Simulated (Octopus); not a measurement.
# AlRu (Pm-3m) in Octopus: reference runs

How does AlRu come out in PBE? The cell is run as given.

All numbers are computed with Octopus 16.4; they aren't measurements. Logs are shortened: lines on timing, memory, paths and dates and some standing lists are left out, and cuts for length are marked.

### Step 1. Starting point

It takes space group Pm-3m (No. 221, cubic). Conventional cell: a = 2.992 Å, b = 2.992 Å, c = 2.992 Å, α = 90.00°, β = 90.00°, γ = 90.00°. Ru (site symmetry m-3m) is surrounded by 8 Al at 2.59 Å. Al (site symmetry m-3m) is surrounded by 8 Ru at 2.59 Å.

### Step 2. Single point, PBE

Input file inp:

```
CalculationMode = gs
UnitsOutput = eV_Angstrom
PeriodicDimensions = 3
ExperimentalFeatures = yes
PseudopotentialSet = pseudodojo_pbe
%LatticeParameters
 1*angstrom | 1*angstrom | 1*angstrom
%
%LatticeVectors
 2.9916 | 0 | 0
 0 | 2.9916 | 0
 0 | 0 | 2.9916
%
%ReducedCoordinates
 "Ru" | 0.5 | 0.5 | 0.5
 "Al" | 0 | 0 | 0
%
%Spacing
 0.11506154*angstrom | 0.11506154*angstrom | 0.11506154*angstrom
%
DerivativesOrder = 8
%KPointsGrid
 9 | 9 | 9
%
KPointsUseSymmetries = yes
XCFunctional = gga_x_pbe + gga_c_pbe
SmearingFunction = fermi_dirac
Smearing = 0.05*eV
ExtraStates = 8
Eigensolver = chebyshev_filter
ConvRelDens = 3e-7
MaximumIter = 120
```

Potentials or basis: pseudodojo_pbe (PseudoDojo 0.5, PBE).

Run with:

```sh
OMP_NUM_THREADS=1 octopus > out.log
```

out.log:

```text
Running octopus

Version                : 16.4
Optional libraries     :

************************** Calculation Mode **************************
Input: [CalculationMode = gs]
**********************************************************************

Input: [SpinComponents = unpolarized]

******************************* Space ********************************
Octopus will run in 3 dimension(s).
Octopus will treat the system as periodic in 3 dimension(s).
**********************************************************************

Input: [AllElectronType = no]
Input: [PseudopotentialSet = pseudodojo_pbe]
Reading Coordinates from ReducedCoordinates block

****************************** Species *******************************
  Species 'Ru'
    type             : pseudopotential
    file             : 'Ru.upf'
    file format      : UPF2
    valence charge   : 16.0
    atomic number    :  44
    form on file     : kleinman-bylander
    lmax             : 2
    llocal           : -1
    projectors per l : 2
    total projectors : 6
    application form : kleinman-bylander
    orbitals         : 10
    bound orbitals   : 10

  Species 'Al'
    type             : pseudopotential
    file             : 'Al.upf'
    file format      : UPF2
    valence charge   : 3.0
    atomic number    :  13
    form on file     : kleinman-bylander
    lmax             : 2
    llocal           : -1
    projectors per l : 2
    total projectors : 6
    application form : kleinman-bylander
    orbitals         :  4
    bound orbitals   :  4

**********************************************************************

***************************** Symmetries *****************************
Space group No.  221
International: Pm-3m
Schoenflies: Oh^1
Info: The system has    48 symmorphic symmetries that can be used.
  Index                Rotation matrix                      Fractional translations
    1 :     1   0   0     0   1   0     0   0   1      0.000000    0.000000    0.000000
    2 :    -1   0   0     0  -1   0     0   0  -1      0.000000    0.000000    0.000000
    3 :     0   1   0    -1   0   0     0   0   1      0.000000    0.000000    0.000000
    4 :     0  -1   0     1   0   0     0   0  -1      0.000000    0.000000    0.000000
    5 :    -1   0   0     0  -1   0     0   0   1      0.000000    0.000000    0.000000
    6 :     1   0   0     0   1   0     0   0  -1      0.000000    0.000000    0.000000
[... 40 lines left out ...]
   47 :     1   0   0     0   0   1     0  -1   0      0.000000    0.000000    0.000000
   48 :    -1   0   0     0   0  -1     0   1   0      0.000000    0.000000    0.000000
Info: The system also has     0 nonsymmorphic symmetries (not used for electrons).
**********************************************************************

Input: [CurvMethod = curv_affine]
Input: [DerivativesStencil = stencil_star]

****************************** Lattice *******************************
  Lattice Vectors [A]
    2.991600    0.000000    0.000000
    0.000000    2.991600    0.000000
    0.000000    0.000000    2.991600
  Cell volume =            26.7738 [A^3]
  Reciprocal-Lattice Vectors [A^-1]
    2.100276    0.000000    0.000000
    0.000000    2.100276    0.000000
    0.000000    0.000000    2.100276
  Cell angles [degree]
    alpha =   90.000
    beta  =   90.000
[... 137 lines left out ...]
Input: [SubspaceDiagonalization = standard]
**********************************************************************

Input: [MixField = potential] (what to mix during SCF cycles)
Input: [MixingScheme = broyden]
Info: Mixing uses    4 steps and restarts after   20 steps.
Input: [LCAOStart = lcao_states]
Input: [LCAOScaleFactor = 1.000]
Input: [LCAOMaximumOrbitalRadius = 10.58 A]

** Warning:
**   Cannot do LCAO for all states because there are not enough atomic orbitals.
**   Required: 18. Available: 14. 4 orbitals will be randomized.

Info: Unnormalized total charge =     18.998455
Info: Renormalized total charge =     19.000000

** Warning:
**   Symmetrization discrepancy ratio (scalar) =  2.12343E-04

Info: Setting up Hamiltonian.
Info: Performing initial LCAO calculation with     14 orbitals.
Info: Getting Hamiltonian matrix elements.

Eigenvalues [eV]
 #st  Spin   Eigenvalue      Occupation
#k =       1, k = (  0.000000,  0.000000,  0.000000)
   1   --   -60.855326       2.000000
   2   --   -30.971726       2.000000
   3   --   -30.971726       2.000000
   4   --   -30.971726       2.000000
   5   --    -0.091438       2.000000
   6   --     6.781544       2.000000
   7   --     6.781544       2.000000
   8   --    10.574711       2.000000
   9   --    10.574711       2.000000
  10   --    10.574711       2.000000
  11   --    16.154236       2.000000
  12   --    16.154236       2.000000
  13   --    16.154236       2.000000
  14   --    33.540744       0.000000
#k =       2, k = (  0.111111,  0.000000,  0.000000)
   1   --   -60.811324       2.000000
   2   --   -30.959074       2.000000
   3   --   -30.959074       2.000000
   4   --   -30.916272       2.000000
   5   --     0.150710       2.000000
   6   --     6.986174       2.000000
   7   --     7.160886       2.000000
   8   --    10.726268       2.000000
   9   --    10.726268       2.000000
  10   --    10.778303       2.000000
  11   --    16.213106       2.000000
  12   --    16.575190       1.999429
  13   --    16.575190       1.999429
  14   --    33.988486       0.000000
[... 33 further k-points ...]
Fermi energy =    16.983237 eV
Generating random wavefunctions for states       15 and above
Orthogonalizing wavefunctions.
Info: Ground-state restart information will be written to 'restart/gs'.
Info: SCF using complex wavefunctions.
Info: Starting SCF iteration.

** Warning:
**   Symmetrization discrepancy ratio (scalar) =  5.07921E-02

*********************** SCF CYCLE ITER #    1 ************************
 etot  = -2.75562058E+03 abs_ev   =  5.42E+01 rel_ev   =  2.34E-01
 ediff =        1.01E+02 abs_dens =  1.39E+00 rel_dens =  7.32E-02
Matrix vector products: 875
Converged eigenvectors: 0

#  State  KPoint  Eigenvalue [eV]  Occupation    Error
      1       1      -60.858019    2.000000   ( 2.2E-06)
      1       2      -60.855993    2.000000   ( 5.5E-05)
      1       3      -60.853975    2.000000   ( 3.0E-05)
      1       4      -60.851963    2.000000   ( 1.4E-04)
      1       5      -60.850861    2.000000   ( 1.2E-04)
      1       6      -60.848860    2.000000   ( 2.0E-04)
      1       7      -60.846865    2.000000   ( 5.4E-05)
      1       9      -60.845017    2.000000   ( 1.3E-04)
[... 23 lines left out ...]
     18      17       33.865314    0.000000   ( 2.5E-01)
     18       1       34.429402    0.000000   ( 3.6E-01)
     18      31       34.619169    0.000000   ( 3.0E-01)
     18      25       35.204570    0.000000   ( 2.6E-01)
     18      34       35.520334    0.000000   ( 2.5E-01)
     18      29       35.881448    0.000000   ( 2.2E-01)
     18      32       35.952269    0.000000   ( 2.9E-01)
     18      35       37.284585    0.000000   ( 3.0E-01)

Density of states:

---------------------%------------------------------------------------
---------------------%------------------------------------------------
---------------------%------------------------------------------------
---------------------%------------------------------------------------
---------------------%---------------------------%--------------------
---------------------%---------------------------%--------------------
---------------------%-------------------------%-%--------------------
%--------------------%-------------------------%%%%-%-%---------------
%--------------------%-----------------------%-%%%%-%-%%%%-%%-%%%-----
%--------------------%----------------------%%%%%%%-%%%%%%%%%%%%%%--%-
                                                  ^

Fermi energy =    10.040293 eV

**********************************************************************

*********************** SCF CYCLE ITER #    2 ************************
 etot  = -2.81204955E+03 abs_ev   =  1.80E+01 rel_ev   =  7.21E-02
 ediff =        2.07E+00 abs_dens =  6.31E-01 rel_dens =  3.32E-02
Matrix vector products: 875
Converged eigenvectors: 0
[... 163 lines left out ...]
*********************** SCF CYCLE ITER #   16 ************************
 etot  = -2.81492860E+03 abs_ev   =  1.64E-05 rel_ev   =  6.51E-08
 ediff =        1.78E-06 abs_dens =  7.99E-07 rel_dens =  4.20E-08
Matrix vector products: 875
Converged eigenvectors: 135

#  State  KPoint  Eigenvalue [eV]  Occupation    Error
      1       1      -62.679714    2.000000   ( 1.1E-08)
      1       2      -62.677881    2.000000   ( 1.6E-08)
      1       3      -62.676054    2.000000   ( 1.2E-08)
      1       4      -62.674233    2.000000   ( 1.3E-08)
      1       5      -62.673237    2.000000   ( 1.3E-08)
      1       6      -62.671426    2.000000   ( 1.7E-08)
      1       7      -62.669618    2.000000   ( 1.5E-08)
      1       9      -62.667951    2.000000   ( 1.8E-08)
[... 23 lines left out ...]
     18      33       28.507504    0.000000   ( 2.8E-02)
     18       3       28.511036    0.000000   ( 1.5E-02)
     17       1       29.034620    0.000000   ( 1.2E-02)
     18      28       29.157172    0.000000   ( 3.0E-03)
     18       1       29.295727    0.000000   ( 2.5E-02)
     18      32       30.651343    0.000000   ( 3.2E-02)
     18      34       31.421606    0.000000   ( 2.4E-02)
     18      35       34.126887    0.000000   ( 2.3E-02)

Density of states:

---------------------%------------------------------------------------
---------------------%------------------------------------------------
---------------------%------------------------------------------------
---------------------%------------------------------------------------
---------------------%------------------------------------------------
---------------------%---------------------------%%%------------------
---------------------%---------------------------%%%------------------
%--------------------%---------------------------%%%----%-%-----------
%--------------------%-------------------------%%%%%-%-%%%%%%%%%%-----
%--------------------%------------------------%%%%%%%%%%%%%%%%%%%%----
                                                   ^

Fermi energy =     9.087673 eV

**********************************************************************

Info: SCF converged in   16 iterations

** Warning:
**   Some of the states are not fully converged!

Info: Number of matrix-vector products:      14000
Info: Finished writing information to 'restart/gs'.

Octopus emitted 20 warnings.
```

It took 2.7 min on 1 thread of Arm Neoverse V2, shared host; peak memory 0.65 GiB.

Results:

* Free energy: -2814.9440 eV
* Band gap on the k mesh: none (metal or under the smearing width)
